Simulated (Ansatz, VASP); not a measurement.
# TaN in VASP and in Ansatz

Contents of INCAR:

```
SYSTEM = TaN
  PREC = Accurate
  ENCUT = 520
  EDIFF = 1E-7
  ISMEAR = 0
  SIGMA = 0.15
  LREAL = .False.
  LASPH = .True.
  NELM = 80
  ALGO = Normal
  ISIF = 2
  LWAVE = .False.
  LCHARG = .False.
  GGA = PS
  NBANDS = 15
```

KPOINTS

```
Automatic mesh
0
Gamma
  24 24 20
  0 0 0
```

POSCAR

```
TaN
1.0
    2.9239890448      0.0000000000      0.0000000000
   -1.4619945224      2.5322487931      0.0000000000
    0.0000000000      0.0000000000      2.6410694312
Ta N
1 1
Direct
    0.3333333333      0.6666666667      0.5000000000
    0.0000000000      0.0000000000      0.0000000000
```

Input for Ansatz:

```yaml
crystal:
  lattice:
    - [2.9239890448, 0.0, 0.0]
    - [-1.4619945224, 2.5322487931, 0.0]
    - [0.0, 0.0, 2.6410694312]
  atoms:
    - { symbol: Ta, position: [0.3333333333, 0.6666666667, 0.5] }
    - { symbol: "N", position: [0.0, 0.0, 0.0] }
basis:
  ecutwfc: 420
kpoints:
  mp_grid: { grid: [24, 24, 20] }
hamiltonian:
  xc: pbesol
scf:
  occupations: { method: gaussian, width: 0.15 }
output:
  forces: true
  stress: true
  eigenvalues: true
```

Change from the starting cell: strain +0.000 along x and y, -0.080 along z, atoms carried along.

Alike in both runs: task single point; functional PBEsol; k mesh 24 × 24 × 20; occupations gaussian, width 0.15 eV; no spin polarisation.

|  | VASP | Ansatz |
| --- | --- | --- |
| version | VASP 6.6.1 | Ansatz 0.2.0 |
| potentials or method | VASP PAW PBE potentials, release 64 (Ta_pv, N) | scalar-relativistic, plane waves, PAW |
| plane-wave cutoff (eV) | 520 | 420 |
| valence electrons in the cell | 16 | 18 |

|  | VASP | Ansatz | Ansatz less VASP |
| --- | --- | --- | --- |
| gap on the k mesh at the Fermi level (eV) | none | none | - |
| pressure (GPa) | 42.5 | 41.1 | -1.47 |
| largest component of the traceless stress (GPa) | 48.11 | 47.78 | -0.325 |

A gap of «none» marks a metal or a gap that the smearing closes. The two sets of potentials don't hold the same shells in valence.

Caveats: so large a pressure means that the cell lies far from this level's equilibrium, or that cutoff or potentials fall short (VASP); the potentials were made for another functional, which shifts forces and pressure (VASP). The runs have no spin-orbit coupling, so splittings on Ta are missing.
